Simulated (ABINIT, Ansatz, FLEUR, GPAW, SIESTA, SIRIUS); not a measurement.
# TiC: 7 runs at one level of theory

```
CELL_PARAMETERS angstrom
0.00000 2.16572 2.16572
2.16572 0.00000 2.16572
2.16572 2.16572 0.00000
ATOMIC_POSITIONS crystal
Ti 0.98208 0.02153 0.99282
C 0.48439 0.50743 0.51417
```

The cell is a database's computed one, not the measured one.

Atoms were shifted at random by some hundredths of an Å from the given cell, which wasn't relaxed again for these runs.

Alike in all runs: task single point; functional PBEsol; k mesh 11 × 11 × 11; occupations fermi-dirac, width 0.05 eV; no spin polarisation; no spin-orbit coupling. Pressure is positive in compression and, in plane waves, holds the error of the finite cutoff, which Ansatz's Pulay term estimates and takes out.

```
                                                                                      program and potentials  plane-wave cutoff (eV)                                                                                   notes  pressure (GPa)  largest force (eV/Å)  energy over the undisturbed cell (meV/atom)
                                                                                          Ansatz, Ansatz PAW                     420  potentials made for PBE, which Ansatz adapts in part; Pulay term of +0.27 GPa included           -6.29                 0.550                                         8.32
SIESTA, files PseudoDojo sr-pbesol-0.4.1-standard, DZP (energy shift 0.003 Ry; two zetas on semicore shells)                       -                                                                            atomic basis           -4.95                 0.572                                         8.60
                                                                                  FLEUR, all-electron, FLAPW                       -                                                                                       -               -                 0.550                                            -
                                                           GPAW, PAW data sets generated for this functional                     800                                                                                       -           -5.43                 0.559                                         8.46
                                                             ABINIT, PseudoDojo NC SR PBEsol v0.4.1 standard                    1143                                                                                       -           -6.12                 0.553                                            -
                                              SIRIUS, PseudoDojo 0.4.1 PBEsol standard (scalar relativistic)                    1152                                                                                       -           -6.12                 0.553                                            -
                                                              Ansatz, all-electron LAPW, scalar-relativistic                       -                                                                                       -           -6.32                 0.550                                            -
```

Force on atom 2 (C), eV/Å:

```tsv
program and potentials	x	y	z
Ansatz, Ansatz PAW	-0.147	-0.473	0.239
SIESTA, files PseudoDojo sr-pbesol-0.4.1-standard, DZP (energy shift 0.003 Ry; two zetas on semicore shells)	-0.151	-0.493	0.246
FLEUR, all-electron, FLAPW	-0.147	-0.473	0.239
GPAW, PAW data sets generated for this functional	-0.149	-0.481	0.243
ABINIT, PseudoDojo NC SR PBEsol v0.4.1 standard	-0.148	-0.476	0.240
SIRIUS, PseudoDojo 0.4.1 PBEsol standard (scalar relativistic)	-0.148	-0.476	0.240
Ansatz, all-electron LAPW, scalar-relativistic	-0.147	-0.473	0.239
```

The pressure spans -6.32 (Ansatz, all-electron LAPW, scalar-relativistic) to -4.95 GPa (SIESTA, files PseudoDojo sr-pbesol-0.4.1-standard, DZP (energy shift 0.003 Ry; two zetas on semicore shells)), with all-electron results at -6.32. Rows in atomic bases carry the error of their basis and grid, which can be large.

Differences between rows come from potentials, basis sets and numerical settings, since the functional is the same but for its coding. Runs on potential files found faulty are left out.
